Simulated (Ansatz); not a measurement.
# Ge (dhcp): energy against volume

These are results of DFT, PBE, plane waves (420 eV) with PAW, scalar-relativistic (Ansatz), not measurements.

The cell is scaled uniformly from the relaxed one, with fractional coordinates and shape fixed. Energies are extrapolated to zero smearing, pressures are those at the given smearing. Magnetic state: spin not included.

A Birch-Murnaghan fit gives V₀ = 19.48 Å³/atom, B₀ = 62 GPa, B₀′ = 4.4.

Task: What are the energy above the minimum and the pressure at 17.185 Å³/atom?

Result: 65.1 meV/atom and 10.33 GPa as computed.

Task: What are the energy above the minimum and the pressure at 17.966 Å³/atom?

Result: 26.1 meV/atom and 6.04 GPa as computed.

Task: What are the energy above the minimum and the pressure at 21.091 Å³/atom?

Result: 22.3 meV/atom and -4.12 GPa as computed.
